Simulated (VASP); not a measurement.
# TaN (P-6m2) in VASP: single point with PBEsol

Aim: the single point of TaN with PBEsol.

Program: VASP 6.6.1. These are calculated values, not measurements. Logs are shortened: lines on timing, memory, paths and dates and some standing lists are left out, and cuts for length are marked.

## 1. The structure

The structure is hexagonal, space group P-6m2 (No. 187). Conventional cell: a = 2.926 Å, b = 2.926 Å, c = 2.873 Å, α = 90.00°, β = 90.00°, γ = 120.00°. Around Ta (site symmetry -6m2) lie 6 N at 2.22 Å. N (site symmetry -6m2) is surrounded by 6 Ta at 2.22 Å.

The cell comes from a database or a generator and needn't be the stable form of this composition.

## 2. Single point, PBEsol, non-collinear spin, zero start, spin-orbit coupling

Input file INCAR:

```
  PREC = Accurate
  ENCUT = 520
  EDIFF = 1E-6
  ISMEAR = 0
  SIGMA = 0.1
  LREAL = F
  LASPH = T
  NELM = 80
  ALGO = Normal
  ISIF = 2
  LWAVE = F
  LCHARG = F
  MAGMOM = 0 0 0 0 0 0
  LORBIT = 11
  LSORBIT = T
  GGA_COMPAT = F
  LMAXMIX = 4
  GGA = PS
  NBANDS = 28
```

Input file KPOINTS:

```
Automatic mesh
0
Gamma
  18 18 14
```

Input file POSCAR:

```
TaN
1.0
    2.9257600000      0.0000000000      0.0000000000
   -1.4628800000      2.5337800000      0.0000000000
    0.0000000000      0.0000000000      2.8729500000
Ta N
1 1
Direct
    0.0000000000      1.0000000000      0.5000000000
    0.6666700000      0.3333300000      0.0000000000
```

Potentials or basis: VASP PAW PBE potentials, release 64 (Ta_pv, N).

Launch:

```
$ cat potpaw_PBE.64/Ta_pv/POTCAR potpaw_PBE.64/N/POTCAR > POTCAR
$ mpirun -np 1 vasp_ncl > vasp.out
```

OUTCAR:

```text
PREC = Accurate
   ENCUT = 520
   EDIFF = 1E-6
   ISMEAR = 0
   LREAL = F
   LASPH = T
   NELM = 80
   ISIF = 2
   LORBIT = 11
   LSORBIT = T
   GGA = PS

 ion  position               nearest neighbor table
   1  0.000  0.000  0.500-   2 2.22   2 2.22   2 2.22   2 2.22   2 2.22   2 2.22
   2  0.667  0.333  0.000-   1 2.22   1 2.22   1 2.22   1 2.22   1 2.22   1 2.22

  LATTYP: Found a hexagonal cell.
 ALAT       =     2.9257600000
 C/A-ratio  =     0.9819499891

  Lattice vectors:

 A1 = (   2.9257600000,   0.0000000000,   0.0000000000)
 A2 = (  -1.4628800000,   2.5337800000,   0.0000000000)
 A3 = (   0.0000000000,   0.0000000000,   2.8729500000)

Analysis of symmetry for initial positions (statically):
=====================================================================
 Subroutine PRICEL returns:
 Original cell was already a primitive cell.

 Routine SETGRP: Setting up the symmetry group for a
 hexagonal supercell.

 Subroutine GETGRP returns: Found  4 space group operations
 (whereof  4 operations were pure point group operations)
 out of a pool of 24 trial point group operations.

The static configuration has the point symmetry C_2v.

Analysis of symmetry for dynamics (positions and initial velocities):
=====================================================================
 Subroutine PRICEL returns:
 Original cell was already a primitive cell.

 Routine SETGRP: Setting up the symmetry group for a
 hexagonal supercell.

 Subroutine GETGRP returns: Found  4 space group operations
 (whereof  4 operations were pure point group operations)
 out of a pool of 24 trial point group operations.

The dynamic configuration has the point symmetry C_2v.

Analysis of structural, dynamic, and magnetic symmetry:
=====================================================================
 Subroutine PRICEL returns:
 Original cell was already a primitive cell.

 Routine SETGRP: Setting up the symmetry group for a
 hexagonal supercell.

 Subroutine GETGRP returns: Found  4 space group operations
 (whereof  4 operations were pure point group operations)
[... 913 lines left out ...]
  -------------------------------------------------------------------------------------
  Total        0.0700008      0.0699787      0.0501964     -0.0000190      0.0000000      0.0000000
  in kB        5.2659614      5.2643011      3.7761325     -0.0014289      0.0000000      0.0000000
  external PRESSURE =       4.7687983 kB  Pullay stress =       0.0000000 kB

 VOLUME and BASIS-vectors are now :
 -----------------------------------------------------------------------------
  energy-cutoff  :      520.00
  volume of cell :       21.30
      direct lattice vectors                 reciprocal lattice vectors
     2.925760000  0.000000000  0.000000000     0.341791535  0.197333628  0.000000000
    -1.462880000  2.533780000  0.000000000     0.000000000  0.394667256  0.000000000
     0.000000000  0.000000000  2.872950000     0.000000000  0.000000000  0.348074279

 POSITION                                       TOTAL-FORCE (eV/Angst)
 -----------------------------------------------------------------------------------
      0.00000      0.00000      1.43647         0.000197     -0.000114      0.000000
      1.46289      0.84458      0.00000        -0.000197      0.000114      0.000000
 -----------------------------------------------------------------------------------
    total drift:                               -0.000015     -0.000026      0.000000

  FREE ENERGIE OF THE ION-ELECTRON SYSTEM (eV)
  ---------------------------------------------------
  free  energy   TOTEN  =       -24.4755050906 eV

  energy  without entropy=      -24.4752914607  energy(sigma->0) =      -24.47539828

 Spin-Orbit-Coupling matrix elements

 Ion:    1  E_soc:     -1.3233428
 l=   1
     0.0000000    -0.2032163    -0.2062636
    -0.2032163     0.0000000    -0.2032162
    -0.2062636    -0.2032162     0.0000000
 l=   2
     0.0000000    -0.0029158     0.0000000    -0.0029158    -0.0179212
    -0.0029158     0.0000000    -0.0088091    -0.0017728    -0.0029158
     0.0000000    -0.0088091     0.0000000    -0.0088091     0.0000000
    -0.0029158    -0.0017728    -0.0088091     0.0000000    -0.0029158
    -0.0179212    -0.0029158     0.0000000    -0.0029158     0.0000000
 l=   3
     0.0000000     0.0000000     0.0000000     0.0000000     0.0000000     0.0000000     0.0000000
     0.0000000     0.0000000     0.0000000     0.0000000     0.0000000     0.0000000     0.0000000
     0.0000000     0.0000000     0.0000000     0.0000000     0.0000000     0.0000000     0.0000000
     0.0000000     0.0000000     0.0000000     0.0000000     0.0000000     0.0000000     0.0000000
     0.0000000     0.0000000     0.0000000     0.0000000     0.0000000     0.0000000     0.0000000
     0.0000000     0.0000000     0.0000000     0.0000000     0.0000000     0.0000000     0.0000000
     0.0000000     0.0000000     0.0000000     0.0000000     0.0000000     0.0000000     0.0000000

 Ion:    2  E_soc:     -0.0004774
 l=   1
     0.0000000    -0.0000805    -0.0000776
    -0.0000805     0.0000000    -0.0000805
    -0.0000776    -0.0000805     0.0000000
 l=   2
     0.0000000     0.0000000     0.0000000     0.0000000     0.0000000
     0.0000000     0.0000000     0.0000000     0.0000000     0.0000000
     0.0000000     0.0000000     0.0000000     0.0000000     0.0000000
     0.0000000     0.0000000     0.0000000     0.0000000     0.0000000
     0.0000000     0.0000000     0.0000000     0.0000000     0.0000000
 l=   3
     0.0000000     0.0000000     0.0000000     0.0000000     0.0000000     0.0000000     0.0000000
     0.0000000     0.0000000     0.0000000     0.0000000     0.0000000     0.0000000     0.0000000
     0.0000000     0.0000000     0.0000000     0.0000000     0.0000000     0.0000000     0.0000000
     0.0000000     0.0000000     0.0000000     0.0000000     0.0000000     0.0000000     0.0000000
     0.0000000     0.0000000     0.0000000     0.0000000     0.0000000     0.0000000     0.0000000
     0.0000000     0.0000000     0.0000000     0.0000000     0.0000000     0.0000000     0.0000000
     0.0000000     0.0000000     0.0000000     0.0000000     0.0000000     0.0000000     0.0000000

 total charge

# of ion       s       p       d       tot
------------------------------------------
    1        0.308   6.275   2.464   9.046
    2        1.223   2.499   0.000   3.721
--------------------------------------------------
tot          1.530   8.773   2.464  12.768

 magnetization (x)

# of ion       s       p       d       tot
------------------------------------------
    1        0.000   0.000   0.000   0.000
    2        0.000   0.000   0.000   0.000
--------------------------------------------------
tot          0.000   0.000   0.000   0.000

 magnetization (y)

# of ion       s       p       d       tot
------------------------------------------
    1        0.000   0.000   0.000   0.000
    2        0.000   0.000   0.000   0.000
--------------------------------------------------
tot          0.000   0.000   0.000   0.000

 magnetization (z)

# of ion       s       p       d       tot
------------------------------------------
    1        0.000   0.000   0.000   0.000
    2        0.000   0.000   0.000   0.000
--------------------------------------------------
tot          0.000   0.000   0.000   0.000
```

stdout:

```text
POSCAR found type information on POSCAR TaN
 POSCAR found :  2 types and       2 ions
 scaLAPACK will be used
 -----------------------------------------------------------------------------
|                                                                             |
|                                                                             |
|     You enforced a specific xc type in the INCAR file but a different       |
|     I HOPE YOU KNOW WHAT YOU ARE DOING!                                     |
|                                                                             |
 -----------------------------------------------------------------------------

 LDA part: xc-table for (Slater+PW92), standard interpolation
 POSCAR, INCAR and KPOINTS ok, starting setup
 FFT: planning ... GRIDC
 FFT: planning ... GRID_SOFT
 FFT: planning ... GRID
 WAVECAR not read
 entering main loop
```

Run time: 8.2 min. Hardware: 1 thread of Intel Xeon 6975P-C (Granite Rapids), shared host; peak memory 1.1 GiB.

What came out:

```
Free energy                                           : -24.4755 eV
Pressure                                              : 0.5 GPa
Net moment                                            : 0.00 μB per cell
Valence electrons inside the program's atomic spheres : Ta 9.05; N 3.72
```

Stress tensor (GPa, compression positive):
```
0.53 0.00 0.00
0.00 0.53 0.00
0.00 0.00 0.38
```

Moments on the atoms (μB; x, y, z):
```
Ta  0.00 0.00 0.00
N   0.00 0.00 0.00
```

Caveat: the PAW data sets were made with another functional, which shifts forces and pressure a little.
